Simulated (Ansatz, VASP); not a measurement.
**NiO: VASP beside Ansatz**

File INCAR:

```
SYSTEM = NiO
PREC = Accurate ; ENCUT = 520
EDIFF = 1E-6 ; ISMEAR = 0
SIGMA = 0.011 ; LREAL = .FALSE.
LASPH = .TRUE. ; NELM = 150
ALGO = Normal ; ISIF = 2
LWAVE = .FALSE. ; LCHARG = .FALSE.
ISPIN = 2 ; MAGMOM = 1 0
LORBIT = 11 ; LMAXMIX = 4
GGA = PE ; NBANDS = 19
```

The input KPOINTS:

```
Automatic mesh
0
G
  11 11 11
  0 0 0
```

POSCAR

```
NiO
1.0
    0.0000000000      2.0859016414      2.0859016414
    2.0859016414      0.0000000000      2.0859016414
    2.0859016414      2.0859016414      0.0000000000
Ni O
1 1
Direct
    0.0000000000      0.0000000000      0.0000000000
    0.5000000000      0.5000000000      0.5000000000
```

Contents of input.yaml:

```yaml
crystal:
  lattice:
    - [0.0, 2.0859016414, 2.0859016414]
    - [2.0859016414, 0.0, 2.0859016414]
    - [2.0859016414, 2.0859016414, 0.0]
  atoms:
    - { symbol: Ni, position: [0.0, 0.0, 0.0], spin: 1.0 }
    - { symbol: O, position: [0.5, 0.5, 0.5] }
hamiltonian:
  xc: pbe
  pseudopotentials: { kind: paw }
magnetization:
  spin_polarized: true
kpoints:
  mp_grid: { grid: [11, 11, 11] }
scf:
  occupations: { method: gaussian, width: 0.011 }
output:
  forces: true
  stress: true
  eigenvalues: true
```

Alike in both runs: task single point; functional PBE; k mesh 11 × 11 × 11; occupations gaussian, width 0.011 eV; collinear spin, ferromagnetic start.

```csv
,VASP,Ansatz
version,VASP 6.6.1,Ansatz 0.2.0
potentials or method,"VASP PAW PBE potentials, release 64 (Ni, O)",Ansatz PAW
plane-wave cutoff (eV),520,420
valence electrons in the cell,16,24
```

|  | VASP | Ansatz | Ansatz less VASP |
| --- | --- | --- | --- |
| gap on the k mesh at the Fermi level (eV) | none | none | - |
| pressure (GPa) | 6.1 | 6.3 | +0.23 |
| net moment per atom (μB) | 0.89 | 0.90 | +0.007 |
| size of the moment on the site where the two differ most (μB) | 0.28 | 0.29 | +0.017 |

Site moments also hang on the region over which each program counts them. A gap of «none» marks a metal or a gap that the smearing closes. The functional is the same, so the differences come from potentials, cutoffs and numerics. The two sets of potentials don't hold the same shells in valence.

Caveats: a cell with one magnetic atom can't hold antiferromagnetic order, which such compounds often take; semilocal functionals often make such compounds metallic where correlation or magnetic order opens a gap, which also shifts bond lengths; the pressure holds a Pulay correction of +0.7 GPa for the finite cutoff (Ansatz). With open d or f shells a metallic result of PBE can be an artefact of self-interaction; +U or a hybrid may open a gap.
